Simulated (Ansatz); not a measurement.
# SrO: the cell at several levels of theory

An exercise on one series of results from a longer session: the logs are not shown, and one member is left open.

The runs shown are made with Ansatz 0.2.0. PAW datasets, plane waves, zero pressure. Computed at 0 K without zero-point motion; spin polarisation is off.

### Starting point

It is cubic, Fm-3m (No. 225); conventional cell a = 5.106 Å, 16.64 Å³ an atom. Around Sr lie 6 O at 2.55 Å; around O lie 6 Sr at 2.55 Å.

The structure in full:

```
CELL_PARAMETERS angstrom
0.00000 2.55291 2.55291
2.55291 0.00000 2.55291
2.55291 2.55291 0.00000
ATOMIC_POSITIONS crystal
Sr 0.00000 0.00000 0.00000
O 0.50000 0.50000 0.50000
```

Set-up of the first run:

File input.yaml:

```yaml
crystal:
  lattice:
    - [0.0, 2.552913, 2.552913]
    - [2.552913, 0.0, 2.552913]
    - [2.552913, 2.552913, 0.0]
  atoms:
    - { symbol: Sr, position: [0.0, 0.0, 0.0] }
    - { symbol: O, position: [0.5, 0.5, 0.5] }
kpoints:
  mp_grid: { grid: [8, 8, 8] }
hamiltonian:
  xc: pbe
scf:
  occupations: { method: fermi_dirac, width: 0.02 }
relax:
  f_tol: 0.005
  cell: {}
```

Launch:

```
ansatz run input.yaml --threads 4 --pin off --max-ram 7372MiB --backend cpu --events-out ev --progress --plain --runs-dir out
```

Steps of the session up to this table: Relaxing with PBE; r2SCAN: cell and atoms; Relaxation with PBEsol; LDA: cell and atoms; Relaxation with HSE06.

One of the session's tables, all rows but one given; the rest of the session is left out.

It belongs to the step «The cells side by side». 

| level | a (Å) | volume (Å³/atom) |
| --- | --- | --- |
| PBE | 5.195 | 17.521 |
| r2SCAN | 5.160 | 17.171 |
| PBEsol | 5.123 | 16.802 |
| LDA | 5.064 | 16.236 |
| HSE06 | ? | ? |

Estimate the missing values for HSE06.

The run gave: a (Å): 5.154; volume (Å³/atom): 17.112. In the column «a (Å)» it lies between PBEsol (5.123) and r2SCAN (5.160).

In words: The first relaxation changed the volume by +5.3 % from the start. The volume runs from LDA (least) to PBE (most), a spread of 7.9 %, or 2.6 % in length if all axes shared it alike. The meshes differ: PBE 8×8×8, r2SCAN 8×8×8, PBEsol 8×8×8, LDA 8×8×8, HSE06 6×6×6.
